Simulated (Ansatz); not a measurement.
# Al (Fm-3m) in Ansatz: further runs

One crystal, Al, is run at these levels: r2SCANh; tasks: single point, equation of state.

Everything below comes from runs of Ansatz 0.2.0. Logs are shortened: lines on timing, memory, paths and dates and some standing lists are left out, and cuts for length are marked.

## (1) The structure

Symmetry: Fm-3m, No. 225, cubic system. The conventional cell has a = 4.050 Å, b = 4.050 Å, c = 4.050 Å, α = 90.00°, β = 90.00°, γ = 90.00°. Al (site symmetry m-3m) is surrounded by 12 Al at 2.86 Å.

## (2) Single point, r2SCANh, 15.61 Å³/atom (volume scaled by 0.94)

File input.yaml:

```yaml
crystal:
  lattice:
    - [0.0, 1.9834708509, 1.9834708509]
    - [1.9834708509, 0.0, 1.9834708509]
    - [1.9834708509, 1.9834708509, 0.0]
  atoms:
    - { symbol: Al, position: [0.0, 0.0, 0.0] }
hamiltonian:
  xc: r2scanh
  pseudopotentials: { kind: paw }
kpoints:
  mp_grid: { grid: [6, 6, 6] }
scf:
  occupations: { method: fermi_dirac, width: 0.05 }
output:
  forces: true
  stress: true
  eigenvalues: true
```

Potentials or basis: Ansatz PAW.

The run is started by

```
> ansatz run input.yaml --threads 2 --pin off --max-ram 5632MiB --backend cpu --events-out ev --progress --plain --runs-dir out
```

What it wrote:

```text
Warning: output.stress: scf.convergence.dr2_threshold = 1e-7 eV (the SCF's general default) is looser than the 1e-10 eV advised for a printed stress (1e-10 eV for each atom of the cell: 1). What an SCF threshold leaves in a stress goes as its square root, and in the free energy as the threshold itself, and one threshold admits the most on a small cell: of the crystals measured, under no hybrid functional and no lock of the moments, on runs that ended without the residual-converged pass, on stresses that held no estimate of that error, the worst erred by over 100 MPa in a component at 1e-7 eV an atom and by under 5 at 1e-10. Set scf.convergence.dr2_threshold to 1e-10 eV or tighter. The threshold is an SCF's pass mark: one that does not reach it within its budget of iterations ends unconverged, or closes short of it on a stop that the run arms, and scf.convergence.dr2_threshold's page says what that costs each kind of run
Warning: output.stress: scf.exx.energy_threshold = 1e-6 eV is looser than the 1e-8 eV advised for a stress under a hybrid functional (1e-8 eV for each atom of the cell: 1). Every SCF of the exchange loop can meet its threshold on dr2 while the loop round them stops early: no threshold on dr2 bounds what that leaves in the stress. Set scf.exx.energy_threshold to 1e-8 eV or tighter. The threshold is the loop's pass mark: a loop that does not reach it within its budget of cycles ends unconverged, and scf.exx.energy_threshold's page has the law
Warning: RAYON_NUM_THREADS=2 ignored (pool sized by the plan → 2); use --threads N
Engine: ansatz 0.2.0, x86_64-unknown-linux-gnu
Pseudopotentials: kind: paw
Pseudopotential: Al, paw, valence charge 3, recommended cutoff 500 eV (meta_gga), Al.paw.azcp
Functional definition: r2SCANh
  parameter a = 0.1
  parameter k0 = 0.174
  parameter k1 = 0.065
  parameter a1 = 4.9479
  exchange = (1 - a)*r2scan_x(k0 = k0, k1 = k1, a1 = a1) + a*exact_x
  correlation = r2scan_c
Crystal: 1 atoms, lattice volume = 15.607 Å³
Basis set: ecut = 500 eV, 411 PW (Γ), exchange–correlation on 96×96×96 points (64 copies of the dense FFT grid, shifted against one another)
Bands: 6, of which v1, the nominal top of the filled ones, is band 2 counted from 1 (1 counted from 0)
Symmetry: 48 space group operations
Space group: Fm-3m (ITA 225), of the structure as read, at distance tolerance 2.5e-5 Å
k-points: 16 of 216
Non-local potential: Al, projectors of the file, l = 0: 2, l = 1: 2, l = 2: 1
PAW form: soft (Blöchl's): semilocal exchange-correlation on the pseudo side does not see the compensation charge
PAW frozen core: Al, regenerated for the run's functional, and the local potential with it (the file was generated under x = pbe(κ = 0.804, μ = 0.2195149727645171), c = pbe(β = 0.06672455060314922))
PAW one-centre angular grid: Al, 302 points (default); XC on 160 Gauss nodes
Initial density: superposition of atomic densities (neutral atoms: chi_scale 0, normalization atom), corrected by the library's trained network
Initial wavefunctions: pseudopotential atomic-orbital guess
Functional: x = r2scan, c = r2scan; τ floored in thin density (d = 2e-4 eV/Å³), warm-up for x = 0.9 r2scan + 0.1 exact, c = r2scan; τ floored in thin density (d = 2e-4 eV/Å³)
SCF iter   1: F=—  HF=-540.464804 eV  |F-HF|=—  |Δ(HF+E_count)|=         —  Δρ=3.10e-3  dr2=1.71e-3  dr2_τ=5.10e-3  ethr=1.77e-3  ⟨swp⟩=6.4  Hψ=486  notcnv=0
preconditioner: auto → none  [insulator: Δε(μ)=1.275 eV  Ē_g=14.683 eV  σ=0.050 eV  W_gap=0.66  n_scr=0 (ndim 8)  ℏωp=16.3 eV  f_vac=0.000  D(μ)=0.68/eV (n_scr^D=8)]
SCF iter   2: F=—  HF=-540.471292 eV  |F-HF|=—  |Δ(HF+E_count)|=   6.49e-3  Δρ=2.20e-3  dr2=8.42e-4  dr2_τ=1.90e-6  ethr=5.71e-5  ⟨swp⟩=3.6  Hψ=265  notcnv=0  defer=1
SCF iter   3: F=—  HF=-540.471190 eV  |F-HF|=—  |Δ(HF+E_count)|=   1.02e-4  Δρ=1.18e-3  dr2=2.28e-4  dr2_τ=6.82e-7  ethr=2.81e-5  ⟨swp⟩=2.0  Hψ=140  notcnv=0
SCF iter   4: F=—  HF=-540.471170 eV  |F-HF|=—  |Δ(HF+E_count)|=   2.02e-5  Δρ=3.97e-4  dr2=2.47e-5  dr2_τ=3.54e-8  ethr=7.61e-6  ⟨swp⟩=2.0  Hψ=123  notcnv=0
iter 5 solved again at ethr=4.80e-8 eV; its pass at ethr=8.23e-7 eV (dr2=1.44e-6 eV) is discarded
SCF iter   5: F=—  HF=-540.471170 eV  |F-HF|=—  |Δ(HF+E_count)|=   2.07e-8  Δρ=9.48e-5  dr2=1.41e-6  dr2_τ=2.00e-9  ethr=4.80e-8  ⟨swp⟩=2.3  Hψ=254  notcnv=0
SCF iter   6: F=—  HF=-540.471170 eV  |F-HF|=—  |Δ(HF+E_count)|=   8.34e-8  Δρ=6.60e-6  dr2=6.15e-9  dr2_τ=1.57e-11  ethr=4.69e-8  ⟨swp⟩=2.0  Hψ=123  notcnv=0
SCF iter   7: F=-540.471170 eV  HF=-540.471170 eV  |F-HF|=2.97e-11  |Δ(HF+E_count)|=   9.09e-9  Δρ=1.68e-6  dr2=3.84e-10  dr2_τ=2.19e-12  ethr=2.05e-10  ⟨swp⟩=3.9  Hψ=165  notcnv=0
SCF 1 converged in 7 iterations: F = -540.471170 eV  dr2 = 3.84e-10
Initial density: handed on by an earlier stage of this run
Initial wavefunctions: those handed on with the density
Functional: x = 0.9 r2scan + 0.1 exact, c = r2scan; τ floored in thin density (d = 2e-4 eV/Å³)
Frozen-core exchange: fock
iter 1 solved again at ethr=1.50e-7 eV; its pass at ethr=1.00e-1 eV (dr2=4.51e-6 eV) is discarded
SCF iter   1: F=—  HF=-540.393229 eV  |F-HF|=—  |Δ(HF+E_count)|=         —  Δρ=1.54e-4  dr2=1.26e-4  dr2_τ=7.50e-8  ethr=1.50e-7  ⟨swp⟩=5.5  Hψ=595  notcnv=0
preconditioner: auto → none  [metal: Δε(μ)=0.125 eV  Ē_g=15.341 eV  σ=0.050 eV  W_gap=0.43  n_scr=0 (ndim 8)  ℏωp=16.3 eV  f_vac=0.000  D(μ)=0.53/eV (n_scr^D=0)]
SCF iter   2: F=—  HF=-540.393552 eV  |F-HF|=—  |Δ(HF+E_count)|=   3.23e-4  Δρ=1.61e-4  dr2=1.98e-5  dr2_τ=7.45e-8  ethr=8.76e-8  ⟨swp⟩=2.0  Hψ=122  notcnv=0
SCF iter   3: F=—  HF=-540.393551 eV  |F-HF|=—  |Δ(HF+E_count)|=   1.16e-6  Δρ=7.53e-5  dr2=1.70e-5  dr2_τ=1.01e-8  ethr=8.76e-8  ⟨swp⟩=2.0  Hψ=122  notcnv=0
SCF iter   4: F=—  HF=-540.393613 eV  |F-HF|=—  |Δ(HF+E_count)|=   6.24e-5  Δρ=6.58e-5  dr2=1.65e-6  dr2_τ=7.91e-9  ethr=2.42e-8  ⟨swp⟩=2.0  Hψ=122  notcnv=0
SCF iter   5: F=—  HF=-540.393613 eV  |F-HF|=—  |Δ(HF+E_count)|=   2.27e-7  Δρ=6.49e-6  dr2=1.07e-6  dr2_τ=9.24e-11  ethr=2.01e-8  ⟨swp⟩=2.0  Hψ=122  notcnv=0
Mixer restart at iter 5: flushing history
SCF iter   6: F=-540.393616 eV  HF=-540.393616 eV  |F-HF|=1.01e-8  |Δ(HF+E_count)|=   2.50e-6  Δρ=1.25e-5  dr2=2.64e-8  dr2_τ=2.11e-10  ethr=1.48e-10  ⟨swp⟩=4.2  Hψ=252  notcnv=0
SCF 2 converged in 6 iterations: F = -540.393616 eV  dr2 = 2.64e-8
hybrid outer 1: dexx = +5.891e-4 eV, tail = 5.87e-8 eV
Frozen-core exchange: fock
SCF iter   1: F=—  HF=-540.393610 eV  |F-HF|=—  |Δ(HF+E_count)|=         —  Δρ=1.36e-5  dr2=1.75e-7  dr2_τ=1.96e-10  ethr=9.78e-9  ⟨swp⟩=2.5  Hψ=202  notcnv=0
preconditioner: auto → none  [insulator: Δε(μ)=0.202 eV  Ē_g=15.342 eV  σ=0.050 eV  W_gap=0.56  n_scr=0 (ndim 8)  ℏωp=16.3 eV  f_vac=0.000  D(μ)=0.41/eV (n_scr^D=0)]
SCF iter   2: F=—  HF=-540.393617 eV  |F-HF|=—  |Δ(HF+E_count)|=   6.40e-6  Δρ=6.33e-6  dr2=4.49e-8  dr2_τ=5.34e-12  ethr=8.41e-10  ⟨swp⟩=2.1  Hψ=123  notcnv=0
SCF iter   3: F=-540.393617 eV  HF=-540.393617 eV  |F-HF|=5.46e-12  |Δ(HF+E_count)|=   7.11e-8  Δρ=5.52e-7  dr2=4.71e-11  dr2_τ=1.44e-13  ethr=1.84e-10  ⟨swp⟩=3.1  Hψ=143  notcnv=0
SCF 3 converged in 3 iterations: F = -540.393617 eV  dr2 = 4.71e-11
  Residual-converged pass: ⟨swp⟩=2.6  Hψ=132  notcnv=0  max |occ|·‖R‖ = 2.4e-6 eV (tolerance 2.4e-6 eV)  dr2=4.63e-11  dr2_τ=1.30e-13  dr2_onsite=8.79e-13  max |Δocc| = 1.7e-11
hybrid outer 2: dexx = +5.617e-10 eV, tail = 9.61e-11 eV, Δε = 1.70e-4 eV (about 2.12e-5 eV left of the loop's levels)
hybrid SCF converged: 2 outer / 9 inner (+7 warm-up), last move |dexx| = 5.62e-10 eV, tail = 9.61e-11 eV
Stability not checked: this state was not tested for a lower state beside it, because the functional holds exact exchange (a hybrid, or Hartree-Fock), whose exchange loop this test does not read (fock_operator; see scf.lower_state_search)
Free energy (F): -540.393617 eV
Frozen-core exchange: fock
Harris-Foulkes:  -540.393617 eV  (|F-HF|=5.46e-12)
Internal energy: -540.390437 eV  (E = F + TS)
E sigma→0 (E₀):  -540.392027 eV
Entropy (-TS):   -0.003180 eV (-3.180 meV/atom)
Fermi energy:    9.115356 eV
--- Per-component energies (eV) ---
  E_band       = 9.898176
  E_kinetic    = 23.761760
  E_local      = 11.081826  (includes V_loc(G=0)·N_el)
  E_nonlocal   = 9.742023
  E_hartree    = 0.126452
  E_xc         = -33.915543
  E_vxc        = -28.738392  (∫ρ·V_xc dr)
  E_exx        = -1.860093  (= α·E_x^exact, valence–valence)
  E_paw        = -474.364534  (= ΣΔE_a)
  E_vpaw       = -3.497024  (= ΣTr[D̂ρ^β])
  E_aug_tail   = -0.000001  (compensation charges beyond the density's cutoff)
  E_vtau       = 1.015271  (kinetic-family band-sum trace: ∫τ·v_τ [+ j·A + Jᵃ·Aᵃ] dr)
  E_ewald      = -74.891887
  E_core_change = -0.070440  (= ΣΔE_core)
  E_smearing   = -0.003180  (= −TS)
  E_closure    = -0.000000  (closes the sum)
  Σ components = -540.393617   (vs F -540.393617, Δ=0.00e0)
--- Forces (eV/Å), atoms counted from 1 ---
  atom   1  Al    -0.00000000    -0.00000000    -0.00000000
  max |Σ_I F_I| component: 2.57e-34 eV/Å
--- Stress (GPa, compression-positive) ---
        2.212842      -0.000000       0.000000
        0.000000       2.212842       0.000000
       -0.000000      -0.000000       2.212842
  P = ⅓ Tr σ = 2.2128 GPa (22.128 kbar)
--- Band table (eV; the first three rows and the last of 16) ---
  k-point 0: bands = ["-4.3588", "22.5791", "22.5791", "22.5791", "24.9924", "24.9924"]
  k-point 1: bands = ["-3.5079", "16.1863", "21.4479", "21.4479", "25.0930", "26.8676"]
  k-point 2: bands = ["-0.9580", "9.0977", "20.8494", "20.8494", "23.7419", "23.7419"]
  k-point 15: bands = ["6.0470", "7.7270", "9.4867", "11.7458", "21.9959", "24.4347"]
```

It took 2.6 s on 2 threads of Intel Xeon Platinum 8488C (Sapphire Rapids), shared host; peak memory 0.54 GiB.

Results:

```
Free energy            : -540.3936 eV
Pressure               : 2.2 GPa
Band gap on the k mesh : none (metal or under the smearing width)
```

Caveat: the k mesh is coarse (spacing up to 0.46 Å⁻¹), so the values aren't converged, least of all with exact exchange; the PAW data sets come from PBE, with cores solved anew for the run's functional, which leaves a small shift of forces and pressure; the thresholds are loose for stress.

## (3) Single point, r2SCANh, 15.94 Å³/atom (volume scaled by 0.96)

File input.yaml:

```yaml
crystal:
  lattice:
    - [0.0, 1.9974394157, 1.9974394157]
    - [1.9974394157, 0.0, 1.9974394157]
    - [1.9974394157, 1.9974394157, 0.0]
  atoms:
    - { symbol: Al, position: [0.0, 0.0, 0.0] }
hamiltonian:
  xc: r2scanh
  pseudopotentials: { kind: paw }
kpoints:
  mp_grid: { grid: [6, 6, 6] }
scf:
  occupations: { method: fermi_dirac, width: 0.05 }
output:
  forces: true
  stress: true
  eigenvalues: true
  write_density: true
  write_potential: true
  elf: true
  volumetric_format: npy
```

Potentials or basis: Ansatz PAW.

The run is started by

```
> ansatz run input.yaml --threads 2 --pin off --max-ram 5632MiB --backend cpu --events-out ev --progress --plain --runs-dir out
```

Run time: 6.7 s. Hardware: 2 threads of Intel Xeon Platinum 8488C (Sapphire Rapids), shared host; peak memory 0.56 GiB.

It converged, with:

```
Free energy            : -540.3960 eV
Pressure               : 0.2 GPa
Band gap on the k mesh : none (metal or under the smearing width)
```

Caveat: the k mesh is coarse (spacing up to 0.45 Å⁻¹), so the values aren't converged, least of all with exact exchange; the PAW data sets come from PBE, with cores solved anew for the run's functional, which leaves a small shift of forces and pressure; the thresholds are loose for stress.

## (4) Single point, r2SCANh, 16.27 Å³/atom (volume scaled by 0.98)

File input.yaml:

```yaml
crystal:
  lattice:
    - [0.0, 2.0112152952, 2.0112152952]
    - [2.0112152952, 0.0, 2.0112152952]
    - [2.0112152952, 2.0112152952, 0.0]
  atoms:
    - { symbol: Al, position: [0.0, 0.0, 0.0] }
hamiltonian:
  xc: r2scanh
  pseudopotentials: { kind: paw }
kpoints:
  mp_grid: { grid: [6, 6, 6] }
scf:
  occupations: { method: fermi_dirac, width: 0.05 }
output:
  forces: true
  stress: true
  eigenvalues: true
```

The run is started by

```
> ansatz run input.yaml --threads 2 --pin off --max-ram 5632MiB --backend cpu --events-out ev --progress --plain --runs-dir out
```

It took 7.8 s on 2 threads of Intel Xeon Platinum 8488C (Sapphire Rapids), shared host; peak memory 0.56 GiB.

It converged, with:

- Free energy: -540.3945 eV
- Pressure: -1.6 GPa
- Band gap on the k mesh: none (metal or under the smearing width)

Caveat: the k mesh is coarse (spacing up to 0.45 Å⁻¹), so the values aren't converged, least of all with exact exchange; the PAW data sets come from PBE, with cores solved anew for the run's functional, which leaves a small shift of forces and pressure; the thresholds are loose for stress.

## (5) Single point, r2SCANh, 16.60 Å³/atom

Edit input.yaml of step 4 so:

```diff
@@ -2,5 +2,5 @@
   lattice:
-    - [0.0, 2.0112152952, 2.0112152952]
-    - [2.0112152952, 0.0, 2.0112152952]
-    - [2.0112152952, 2.0112152952, 0.0]
+    - [0.0, 2.024805, 2.024805]
+    - [2.024805, 0.0, 2.024805]
+    - [2.024805, 2.024805, 0.0]
   atoms:
```

The run is started by

```
> ansatz run input.yaml --threads 2 --pin off --max-ram 5632MiB --backend cpu --events-out ev --progress --plain --runs-dir out
```

It took 7.3 s on 2 threads of Intel Xeon Platinum 8488C (Sapphire Rapids), shared host; peak memory 0.56 GiB.

It converged, with:

```yaml
Free_energy: -540.3899 eV
Pressure: -2.9 GPa
Band_gap_on_the_k_mesh: none (metal or under the smearing width)
```

Caveat: the k mesh is coarse (spacing up to 0.45 Å⁻¹), so the values aren't converged, least of all with exact exchange; the PAW data sets come from PBE, with cores solved anew for the run's functional, which leaves a small shift of forces and pressure; the thresholds are loose for stress.

## (6) Single point, r2SCANh, 16.93 Å³/atom (volume scaled by 1.02)

Edit input.yaml of step 5 so:

```diff
@@ -2,5 +2,5 @@
   lattice:
-    - [0.0, 2.024805, 2.024805]
-    - [2.024805, 0.0, 2.024805]
-    - [2.024805, 2.024805, 0.0]
+    - [0.0, 2.0382146954, 2.0382146954]
+    - [2.0382146954, 0.0, 2.0382146954]
+    - [2.0382146954, 2.0382146954, 0.0]
   atoms:
@@ -18 +18,5 @@
   eigenvalues: true
+  write_density: true
+  write_potential: true
+  elf: true
+  volumetric_format: npy
```

Potentials or basis: Ansatz PAW.

The run is started by

```
> ansatz run input.yaml --threads 2 --pin off --max-ram 5632MiB --backend cpu --events-out ev --progress --plain --runs-dir out
```

Run time: 7.2 s. Hardware: 2 threads of Intel Xeon Platinum 8488C (Sapphire Rapids), shared host; peak memory 0.56 GiB.

The run converged. Its results:

```yaml
Free_energy: -540.3823 eV
Pressure: -4.3 GPa
Band_gap_on_the_k_mesh: none (metal or under the smearing width)
```

Caveat: the k mesh is coarse (spacing up to 0.44 Å⁻¹), so the values aren't converged, least of all with exact exchange; the PAW data sets come from PBE, with cores solved anew for the run's functional, which leaves a small shift of forces and pressure; the thresholds are loose for stress.

## (7) Single point, r2SCANh, 17.27 Å³/atom (volume scaled by 1.04)

Edit input.yaml of step 6 so:

```diff
@@ -2,5 +2,5 @@
   lattice:
-    - [0.0, 2.0382146954, 2.0382146954]
-    - [2.0382146954, 0.0, 2.0382146954]
-    - [2.0382146954, 2.0382146954, 0.0]
+    - [0.0, 2.0514502267, 2.0514502267]
+    - [2.0514502267, 0.0, 2.0514502267]
+    - [2.0514502267, 2.0514502267, 0.0]
   atoms:
```

The run is started by

```
> ansatz run input.yaml --threads 2 --pin off --max-ram 5632MiB --backend cpu --events-out ev --progress --plain --runs-dir out
```

Run time: 3 s. Hardware: 2 threads of Intel Xeon Platinum 8488C (Sapphire Rapids), shared host; peak memory 0.56 GiB.

It converged, with:

```yaml
Free_energy: -540.3720 eV
Pressure: -5.7 GPa
Band_gap_on_the_k_mesh: none (metal or under the smearing width)
```

Caveat: the k mesh is coarse (spacing up to 0.44 Å⁻¹), so the values aren't converged, least of all with exact exchange; the PAW data sets come from PBE, with cores solved anew for the run's functional, which leaves a small shift of forces and pressure; the thresholds are loose for stress.

## (8) Single point, r2SCANh, 17.60 Å³/atom (volume scaled by 1.06)

File input.yaml:

```yaml
crystal:
  lattice:
    - [0.0, 2.0645171409, 2.0645171409]
    - [2.0645171409, 0.0, 2.0645171409]
    - [2.0645171409, 2.0645171409, 0.0]
  atoms:
    - { symbol: Al, position: [0.0, 0.0, 0.0] }
hamiltonian:
  xc: r2scanh
  pseudopotentials: { kind: paw }
kpoints:
  mp_grid: { grid: [6, 6, 6] }
scf:
  occupations: { method: fermi_dirac, width: 0.05 }
output:
  forces: true
  stress: true
  eigenvalues: true
```

The run is started by

```
> ansatz run input.yaml --threads 2 --pin off --max-ram 5632MiB --backend cpu --events-out ev --progress --plain --runs-dir out
```

Wall time 2.9 s (2 threads of Intel Xeon Platinum 8488C (Sapphire Rapids), shared host); peak memory 0.56 GiB.

The run converged. Its results:

```yaml
Free_energy: -540.3590 eV
Pressure: -6.8 GPa
Band_gap_on_the_k_mesh: none (metal or under the smearing width)
```

Caveat: the k mesh is coarse (spacing up to 0.44 Å⁻¹), so the values aren't converged, least of all with exact exchange; the PAW data sets come from PBE, with cores solved anew for the run's functional, which leaves a small shift of forces and pressure; the thresholds are loose for stress.

## (9) Equation of state, r2SCANh

Potentials or basis: Ansatz PAW.

No new run: the results of the series are fitted here.

Results:

| Item | Value |
| --- | --- |
| Equilibrium volume | 15.98 Å³/atom |
| Bulk modulus | 83 GPa |
| Pressure derivative of the bulk modulus | 3.5 (rough: it moves with the points fitted) |

Energy against volume, from the lowest point:
| volume (Å³/atom) | energy (meV/atom) |
| --- | --- |
| 15.607 | 2.43 |
| 15.939 | 0.00 |
| 16.271 | 1.51 |
| 16.603 | 6.15 |
| 16.935 | 13.70 |
| 17.267 | 24.09 |
| 17.599 | 37.05 |

Caveat: the k mesh is coarse (spacing up to 0.45 Å⁻¹), so the values aren't converged, least of all with exact exchange; the PAW data sets were made with another functional, which shifts forces and pressure a little.
